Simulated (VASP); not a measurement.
# Ge (I4_1/amd) in VASP: a series of runs

Runs on Ge. Level: PBE. Tasks: single point.

Program: VASP 6.6.1. These are calculated values, not measurements. Logs are shortened: lines on timing, memory, paths and dates and some standing lists are left out, and cuts for length are marked.

## 1. The structure

It takes space group I4_1/amd (No. 141, tetragonal). Conventional cell: a = 5.149 Å, b = 5.149 Å, c = 2.795 Å, α = 90.00°, β = 90.00°, γ = 90.00°. Around Ge (site symmetry -4m2) lie 6 Ge at 2.67 to 2.79 Å.

This isn't the form of Ge at room conditions, which is diamond.

## 2. Single point, PBE

INCAR

```
PREC = Accurate
ENCUT = 300
EDIFF = 1E-7
ISMEAR = 0
SIGMA = 0.05
LREAL = F
LASPH = T
NELM = 100
ALGO = Normal
ISIF = 2
LWAVE = F
LCHARG = F
GGA = PE
NBANDS = 21
ADDGRID = F
```

KPOINTS

```
regular mesh
0
Gamma
  2 2 2
```

POSCAR

```
Ge
1.0
   -2.5744897190      2.5744897190      1.3974126432
    2.5744897190     -2.5744897190      1.3974126432
    2.5744897190      2.5744897190     -1.3974126432
Ge
2
Direct
    0.5000000000      0.5000000000      0.0000000000
    0.2500000000      0.7500000000      0.5000000000
```

Potentials or basis: VASP PAW PBE potentials, release 64 (Ge_d).

On the command line:

```console
$ cat potpaw_PBE.64/Ge_d/POTCAR > POTCAR
$ mpirun -np 1 vasp_std > vasp.out
```

OUTCAR:

```text
PREC = Accurate
   ENCUT = 300
   EDIFF = 1E-7
   ISMEAR = 0
   LREAL = F
   LASPH = T
   NELM = 100
   ISIF = 2
   GGA = PE

 Found      4 irreducible k-points:

 Following reciprocal coordinates:
            Coordinates               Weight
  0.000000  0.000000  0.000000      1.000000
  0.500000  0.000000 -0.000000      4.000000
  0.500000  0.500000 -0.000000      2.000000
  0.500000  0.500000  0.500000      1.000000
   k-points           NKPTS =      4   k-points in BZ     NKDIM =      4   number of bands    NBANDS=     21
   number of dos      NEDOS =    301   number of ions     NIONS =      2
   total plane-waves  NPLWV =  13824
   dimension x,y,z NGX =    24 NGY =   24 NGZ =   24
   dimension x,y,z NGXF=    48 NGYF=   48 NGZF=   48
   ions per type =               2
   NGX,Y,Z   is equivalent  to a cutoff of  10.23, 10.23, 10.23 a.u.
   NGXF,Y,Z  is equivalent  to a cutoff of  20.46, 20.46, 20.46 a.u.
 SYSTEM =  unknown system
   PREC   = accura    normal or accurate (medium, high low for compatibility)
   ISTART =      0    job   : 0-new  1-cont  2-samecut
   ICHARG =      2    charge: 1-file 2-atom 10-const
   ISPIN  =      1    spin polarized calculation?
   LNONCOLLINEAR =      F non collinear calculations
   LSORBIT =      F    spin-orbit coupling
   LASPH  =      T    aspherical Exc in radial PAW
   ENCUT  =  300.0 eV  22.05 Ry    4.70 a.u.   5.51  5.51  5.51*2*pi/ulx,y,z
   NELM   =    100;   NELMIN=  2; NELMDL= -5     # of ELM steps
   EDIFF  = 0.1E-06   stopping-criterion for ELM
   LREAL  =      F    real-space projection
   EDIFFG = 0.1E-05   stopping-criterion for IOM
   NSW    =      0    number of steps for IOM
   IBRION =     -1    ionic relax: 0-MD 1-quasi-New 2-CG
   NFREE  =      0    steps in history (QN), initial steepest desc. (CG)
   ISIF   =      2    stress and relaxation
   ISYM   =      2    0-nonsym 1-usesym 2-fastsym
   POTIM  = 0.5000    time-step for ionic-motion
   TEBEG  =    0.0;   TEEND  =   0.0 temperature during run
   PSTRESS=    0.0 pullay stress
   NELECT =      28.0000    total number of electrons
   NUPDOWN=      -1.0000    fix difference up-down
   EMIN   =  10.00;   EMAX   =-10.00  energy-range for DOS
   EFERMI =   0.00;   METHOD = LEGACY
   ISMEAR =     0;   SIGMA  =   0.05  broadening in eV -4-tet -1-fermi 0-gaus
   EFERMI_NEDOS =   21; number of points for ismear=-14 and -15
   IALGO  =     38    algorithm
   IMIX   =      4    mixing-type and parameters
     AMIX     =   0.40;   BMIX     =  1.00
     AMIX_MAG =   1.60;   BMIX_MAG =  1.00
  volume/ion in A,a.u.               =      18.52       125.01
  Fermi-wavevector in a.u.,A,eV,Ry     =   1.491209  2.817976 30.255333  2.223704
  Thomas-Fermi vector in A             =   2.603893
   LORBIT       =      0    0 simple, 1 ext, 2 COOP (PROOUT), +10 PAW based schemes
   GGA     = PE    functional components
   LHFCALC =     F    Hartree Fock is set to
   AEXX    =    0.0000 exact exchange contribution
   IVDW    =     0    specifies the selected vdW correction
   LEPSILON=     F    determine dielectric tensor
   LRPA    =     F    only Hartree local field effects (RPA)
 non-spin polarized calculation
 Gauss-broadening in eV      SIGMA  =   0.05
  energy-cutoff  :      300.00
  volume of cell :       37.05
 maximum number of plane-waves:       446
 NGX is ok and might be reduce to    24
   NGX = 11   NGY = 11   NGZ = 11

 number of electron      28.0000042 magnetization

 Free energy of the ion-electron system (eV)
  ---------------------------------------------------
  ext. energy  EPLUGINS =         0.00000000
  ---------------------------------------------------
  free energy    TOTEN  =        -9.06225676 eV

  energy without entropy =       -9.06225676  energy(sigma->0) =       -9.06225676

 E-fermi :   5.7358     XC(G=0): -11.2608

 val. band max:        5.4429060909   @ k =   0.5000   0.0000  -0.0000
 cond. band min:       7.4365613705   @ k =   0.5000   0.5000  -0.0000
 fundamental gap:      1.9936552796
 Fermi energy:         5.7358135994

 k-point     1 :       0.0000    0.0000    0.0000
  band No.  band energies     occupation
      1     -17.8001      2.00000
      2     -17.7277      2.00000
      3     -17.6562      2.00000
      4     -17.6214      2.00000
      5     -17.5511      2.00000
      6     -17.5461      2.00000
[... 13 lines left out ...]
     20      18.4015      0.00000
     21      19.4683      0.00000

 k-point     2 :       0.5000    0.0000   -0.0000
  band No.  band energies     occupation
      1     -17.7376      2.00000
      2     -17.6716      2.00000
      3     -17.6582      2.00000
      4     -17.6151      2.00000
      5     -17.6096      2.00000
      6     -17.5925      2.00000
[... 13 lines left out ...]
     20      18.4921      0.00000
     21      19.2729      0.00000

 k-point     3 :       0.5000    0.5000   -0.0000
  band No.  band energies     occupation
      1     -17.6738      2.00000
      2     -17.6738      2.00000
      3     -17.6622      2.00000
      4     -17.6622      2.00000
      5     -17.6324      2.00000
      6     -17.6323      2.00000
[... 13 lines left out ...]
     20      18.2897      0.00000
     21      20.2496      0.00000

 k-point     4 :       0.5000    0.5000    0.5000
  band No.  band energies     occupation
      1     -17.6973      2.00000
      2     -17.6973      2.00000
      3     -17.6209      2.00000
      4     -17.6209      2.00000
      5     -17.5936      2.00000
      6     -17.5936      2.00000
[... 13 lines left out ...]
     20      22.4064      0.00000
     21      23.4819      0.00000

------------------------ aborting loop because EDIFF is reached ----------------------------------------

  FORCE on cell =-STRESS in cart. coord.  units (eV):
  Direction    XX          YY          ZZ          XY          YZ          ZX
  --------------------------------------------------------------------------------------
  -------------------------------------------------------------------------------------
  Total        0.9081932      0.9081932      3.0660915      0.0000000      0.0000000      0.0000000
  in kB       39.2755117     39.2755117    132.5954785      0.0000000      0.0000000      0.0000000
  external PRESSURE =      70.3821673 kB  Pullay stress =       0.0000000 kB

 VOLUME and BASIS-vectors are now :
 -----------------------------------------------------------------------------
  energy-cutoff  :      300.00
  volume of cell :       37.05
      direct lattice vectors                 reciprocal lattice vectors
    -2.574489719  2.574489719  1.397412643     0.000000000  0.194213244  0.357804119
     2.574489719 -2.574489719  1.397412643     0.194213244  0.000000000  0.357804119
     2.574489719  2.574489719 -1.397412643     0.194213244  0.194213244  0.000000000

 POSITION                                       TOTAL-FORCE (eV/Angst)
 -----------------------------------------------------------------------------------
      0.00000      0.00000      1.39741         0.000000     -0.000000     -0.000000
      2.57449      0.00000      0.69871        -0.000000      0.000000      0.000000
 -----------------------------------------------------------------------------------
    total drift:                               -0.000000     -0.000000      0.000000

  FREE ENERGIE OF THE ION-ELECTRON SYSTEM (eV)
  ---------------------------------------------------
  free  energy   TOTEN  =        -9.0622567566 eV

  energy  without entropy=       -9.0622567566  energy(sigma->0) =       -9.06225676
```

stdout:

```text
POSCAR found type information on POSCAR Ge
 POSCAR found :  1 types and       2 ions
 scaLAPACK will be used
 LDA part: xc-table for (Slater+PW92), standard interpolation
 POSCAR, INCAR and KPOINTS ok, starting setup
 FFT: planning ... GRIDC
 FFT: planning ... GRID_SOFT
 FFT: planning ... GRID
 WAVECAR not read
 entering main loop
```

It took 2.3 s on 1 thread of Intel Xeon 6975P-C (Granite Rapids), shared host; peak memory 0.12 GiB.

The run converged, but a check on its numbers failed (symmetry, net force, bounds or a known fault of this set-up), so they aren't taken as properties of the crystal.

Caveat: the k mesh is coarse (spacing up to 1.28 Å⁻¹), so the values aren't converged; the cutoff lies under the usual one of these potentials, so the numbers hold a large basis-set error.

## 3. Single point, PBE

INCAR is that of step 2.

KPOINTS is that of step 2.

POSCAR

```
Ge
1.0
   -2.5744897190      2.5744897190      1.3974126432
    2.5744897190     -2.5744897190      1.3974126432
    2.5744897190      2.5744897190     -1.3974126432
Ge
2
Direct
    0.5147880000      0.5105290000      0.0041050000
    0.2603220000      0.7562090000      0.5249690000
```

Potentials or basis: VASP PAW PBE potentials, release 64 (Ge_d).

On the command line:

```console
$ cat potpaw_PBE.64/Ge_d/POTCAR > POTCAR
$ mpirun -np 1 vasp_std > vasp.out
```

Run time: 2.7 s. Hardware: 1 thread of Intel Xeon 6975P-C (Granite Rapids), shared host; peak memory 0.13 GiB.

The run converged, but a check on its numbers failed (symmetry, net force, bounds or a known fault of this set-up), so they aren't taken as properties of the crystal.

Caveat: the k mesh is coarse (spacing up to 1.28 Å⁻¹), so the values aren't converged; the cutoff lies under the usual one of these potentials, so the numbers hold a large basis-set error.

## 4. Single point, PBE

Edit INCAR of step 3 so:

```diff
@@ -1,3 +1,3 @@
 PREC = Accurate
-ENCUT = 300
+ENCUT = 400
 EDIFF = 1E-7
```

KPOINTS is that of step 3.

POSCAR

```
Ge
1.0
   -2.5744897190      2.5744897190      1.3974126432
    2.5744897190     -2.5744897190      1.3974126432
    2.5744897190      2.5744897190     -1.3974126432
Ge
2
Direct
    0.5000000000      0.5000000000      0.0000000000
    0.2500000000      0.7500000000      0.5000000000
```

Potentials or basis: VASP PAW PBE potentials, release 64 (Ge_d).

On the command line:

```console
$ cat potpaw_PBE.64/Ge_d/POTCAR > POTCAR
$ mpirun -np 1 vasp_std > vasp.out
```

OUTCAR:

```text
PREC = Accurate
   ENCUT = 400
   EDIFF = 1E-7
   ISMEAR = 0
   LREAL = F
   LASPH = T
   NELM = 100
   ISIF = 2
   GGA = PE

 Found      4 irreducible k-points:

 Following reciprocal coordinates:
            Coordinates               Weight
  0.000000  0.000000  0.000000      1.000000
  0.500000  0.000000 -0.000000      4.000000
  0.500000  0.500000 -0.000000      2.000000
  0.500000  0.500000  0.500000      1.000000
   k-points           NKPTS =      4   k-points in BZ     NKDIM =      4   number of bands    NBANDS=     21
   number of dos      NEDOS =    301   number of ions     NIONS =      2
   total plane-waves  NPLWV =  21952
   dimension x,y,z NGX =    28 NGY =   28 NGZ =   28
   dimension x,y,z NGXF=    56 NGYF=   56 NGZF=   56
   ions per type =               2
   NGX,Y,Z   is equivalent  to a cutoff of  11.94, 11.94, 11.94 a.u.
   NGXF,Y,Z  is equivalent  to a cutoff of  23.87, 23.87, 23.87 a.u.
 SYSTEM =  unknown system
   PREC   = accura    normal or accurate (medium, high low for compatibility)
   ISTART =      0    job   : 0-new  1-cont  2-samecut
   ICHARG =      2    charge: 1-file 2-atom 10-const
   ISPIN  =      1    spin polarized calculation?
   LNONCOLLINEAR =      F non collinear calculations
   LSORBIT =      F    spin-orbit coupling
   LASPH  =      T    aspherical Exc in radial PAW
   ENCUT  =  400.0 eV  29.40 Ry    5.42 a.u.   6.36  6.36  6.36*2*pi/ulx,y,z
   NELM   =    100;   NELMIN=  2; NELMDL= -5     # of ELM steps
   EDIFF  = 0.1E-06   stopping-criterion for ELM
   LREAL  =      F    real-space projection
   EDIFFG = 0.1E-05   stopping-criterion for IOM
   NSW    =      0    number of steps for IOM
   IBRION =     -1    ionic relax: 0-MD 1-quasi-New 2-CG
   NFREE  =      0    steps in history (QN), initial steepest desc. (CG)
   ISIF   =      2    stress and relaxation
   ISYM   =      2    0-nonsym 1-usesym 2-fastsym
   POTIM  = 0.5000    time-step for ionic-motion
   TEBEG  =    0.0;   TEEND  =   0.0 temperature during run
   PSTRESS=    0.0 pullay stress
   NELECT =      28.0000    total number of electrons
   NUPDOWN=      -1.0000    fix difference up-down
   EMIN   =  10.00;   EMAX   =-10.00  energy-range for DOS
   EFERMI =   0.00;   METHOD = LEGACY
   ISMEAR =     0;   SIGMA  =   0.05  broadening in eV -4-tet -1-fermi 0-gaus
   EFERMI_NEDOS =   21; number of points for ismear=-14 and -15
   IALGO  =     38    algorithm
   IMIX   =      4    mixing-type and parameters
     AMIX     =   0.40;   BMIX     =  1.00
     AMIX_MAG =   1.60;   BMIX_MAG =  1.00
  volume/ion in A,a.u.               =      18.52       125.01
  Fermi-wavevector in a.u.,A,eV,Ry     =   1.491209  2.817976 30.255333  2.223704
  Thomas-Fermi vector in A             =   2.603893
   LORBIT       =      0    0 simple, 1 ext, 2 COOP (PROOUT), +10 PAW based schemes
   GGA     = PE    functional components
   LHFCALC =     F    Hartree Fock is set to
   AEXX    =    0.0000 exact exchange contribution
   IVDW    =     0    specifies the selected vdW correction
   LEPSILON=     F    determine dielectric tensor
   LRPA    =     F    only Hartree local field effects (RPA)
 non-spin polarized calculation
 Gauss-broadening in eV      SIGMA  =   0.05
  energy-cutoff  :      400.00
  volume of cell :       37.05
 maximum number of plane-waves:       681
 NGX is ok and might be reduce to    28
   NGX = 13   NGY = 13   NGZ = 13

 number of electron      28.0000030 magnetization

 Free energy of the ion-electron system (eV)
  ---------------------------------------------------
  ext. energy  EPLUGINS =         0.00000000
  ---------------------------------------------------
  free energy    TOTEN  =        -9.06576533 eV

  energy without entropy =       -9.06576533  energy(sigma->0) =       -9.06576533

 E-fermi :   5.7396     XC(G=0): -11.2611

 val. band max:        5.4433302493   @ k =   0.5000   0.0000  -0.0000
 cond. band min:       7.4371992856   @ k =   0.5000   0.5000  -0.0000
 fundamental gap:      1.9938690363
 Fermi energy:         5.7396479998

 k-point     1 :       0.0000    0.0000    0.0000
  band No.  band energies     occupation
      1     -17.7885      2.00000
      2     -17.7162      2.00000
      3     -17.6447      2.00000
      4     -17.6098      2.00000
      5     -17.5385      2.00000
      6     -17.5340      2.00000
[... 13 lines left out ...]
     20      18.4014      0.00000
     21      19.4672      0.00000

 k-point     2 :       0.5000    0.0000   -0.0000
  band No.  band energies     occupation
      1     -17.7255      2.00000
      2     -17.6601      2.00000
      3     -17.6466      2.00000
      4     -17.6034      2.00000
      5     -17.5977      2.00000
      6     -17.5810      2.00000
[... 13 lines left out ...]
     20      18.4924      0.00000
     21      19.2736      0.00000

 k-point     3 :       0.5000    0.5000   -0.0000
  band No.  band energies     occupation
      1     -17.6622      2.00000
      2     -17.6622      2.00000
      3     -17.6508      2.00000
      4     -17.6508      2.00000
      5     -17.6209      2.00000
      6     -17.6209      2.00000
[... 13 lines left out ...]
     20      18.2894      0.00000
     21      20.2498      0.00000

 k-point     4 :       0.5000    0.5000    0.5000
  band No.  band energies     occupation
      1     -17.6868      2.00000
      2     -17.6868      2.00000
      3     -17.6105      2.00000
      4     -17.6105      2.00000
      5     -17.5839      2.00000
      6     -17.5839      2.00000
[... 13 lines left out ...]
     20      22.4043      0.00000
     21      23.4799      0.00000

------------------------ aborting loop because EDIFF is reached ----------------------------------------

  FORCE on cell =-STRESS in cart. coord.  units (eV):
  Direction    XX          YY          ZZ          XY          YZ          ZX
  --------------------------------------------------------------------------------------
  -------------------------------------------------------------------------------------
  Total        1.2394076      1.2394076      3.3573258      0.0000000      0.0000000      0.0000000
  in kB       53.5991335     53.5991335    145.1901267      0.0000000      0.0000000      0.0000000
  external PRESSURE =      84.1294646 kB  Pullay stress =       0.0000000 kB

 VOLUME and BASIS-vectors are now :
 -----------------------------------------------------------------------------
  energy-cutoff  :      400.00
  volume of cell :       37.05
      direct lattice vectors                 reciprocal lattice vectors
    -2.574489719  2.574489719  1.397412643     0.000000000  0.194213244  0.357804119
     2.574489719 -2.574489719  1.397412643     0.194213244  0.000000000  0.357804119
     2.574489719  2.574489719 -1.397412643     0.194213244  0.194213244  0.000000000

 POSITION                                       TOTAL-FORCE (eV/Angst)
 -----------------------------------------------------------------------------------
      0.00000      0.00000      1.39741        -0.000000      0.000000     -0.000000
      2.57449      0.00000      0.69871         0.000000     -0.000000      0.000000
 -----------------------------------------------------------------------------------
    total drift:                                0.000000     -0.000000      0.000000

  FREE ENERGIE OF THE ION-ELECTRON SYSTEM (eV)
  ---------------------------------------------------
  free  energy   TOTEN  =        -9.0657653338 eV

  energy  without entropy=       -9.0657653338  energy(sigma->0) =       -9.06576533
```

OSZICAR:

```text
N       E                     dE             d eps       ncg     rms          rms(c)
DAV:   1     0.164087947524E+03    0.16409E+03   -0.12260E+04   204   0.329E+03
DAV:   2     0.131804603040E+02   -0.15091E+03   -0.14476E+03   168   0.546E+02
DAV:   3    -0.853701576826E+01   -0.21717E+02   -0.21646E+02   193   0.124E+02
DAV:   4    -0.907192792650E+01   -0.53491E+00   -0.53476E+00   188   0.231E+01
DAV:   5    -0.907947454439E+01   -0.75466E-02   -0.75464E-02   206   0.302E+00    0.227E+00
DAV:   6    -0.906894792431E+01    0.10527E-01   -0.10188E-02   235   0.163E+00    0.134E+00
DAV:   7    -0.906555652197E+01    0.33914E-02   -0.14580E-02   230   0.170E+00    0.107E-01
DAV:   8    -0.906577168581E+01   -0.21516E-03   -0.26040E-03   219   0.776E-01    0.314E-02
DAV:   9    -0.906576520068E+01    0.64851E-05   -0.10427E-04   222   0.165E-01    0.114E-02
DAV:  10    -0.906576558681E+01   -0.38613E-06   -0.60710E-06   214   0.277E-02    0.298E-03
DAV:  11    -0.906576539331E+01    0.19350E-06   -0.37134E-07   177   0.702E-03    0.446E-04
DAV:  12    -0.906576533378E+01    0.59533E-07   -0.24843E-08   129   0.183E-03
   1 F= -.90657653E+01 E0= -.90657653E+01  d E =-.787429E-17
```

stdout:

```text
POSCAR found type information on POSCAR Ge
 POSCAR found :  1 types and       2 ions
 scaLAPACK will be used
 LDA part: xc-table for (Slater+PW92), standard interpolation
 POSCAR, INCAR and KPOINTS ok, starting setup
 FFT: planning ... GRIDC
 FFT: planning ... GRID_SOFT
 FFT: planning ... GRID
 WAVECAR not read
 entering main loop
```

It took 3 s on 1 thread of Intel Xeon 6975P-C (Granite Rapids), shared host; peak memory 0.14 GiB.

These settings aren't checked as converged: the numbers below hold their error.

Results:

```yaml
Free_energy: -9.0658 eV
Pressure: 8.4 GPa
Band_gap_on_the_k_mesh: none (metal or under the smearing width)
```

Caveat: the k mesh is coarse (spacing up to 1.28 Å⁻¹), so the values aren't converged.

## 5. Single point, PBE

INCAR is that of step 4.

KPOINTS is that of step 4.

POSCAR

```
Ge
1.0
   -2.5744897190      2.5744897190      1.3974126432
    2.5744897190     -2.5744897190      1.3974126432
    2.5744897190      2.5744897190     -1.3974126432
Ge
2
Direct
    0.5147880000      0.5105290000      0.0041050000
    0.2603220000      0.7562090000      0.5249690000
```

On the command line:

```console
$ cat potpaw_PBE.64/Ge_d/POTCAR > POTCAR
$ mpirun -np 1 vasp_std > vasp.out
```

Run time: 3.9 s. Hardware: 1 thread of Intel Xeon 6975P-C (Granite Rapids), shared host; peak memory 0.14 GiB.

These settings aren't checked as converged: the numbers below hold their error.

What came out:

```yaml
Free_energy: -9.0390 eV
Pressure: 8.6 GPa
Largest_force: 0.656 eV/Å
Band_gap_on_the_k_mesh: none (metal or under the smearing width)
```

Caveat: the k mesh is coarse (spacing up to 1.28 Å⁻¹), so the values aren't converged.

(Part 1 of 2 ends here.)
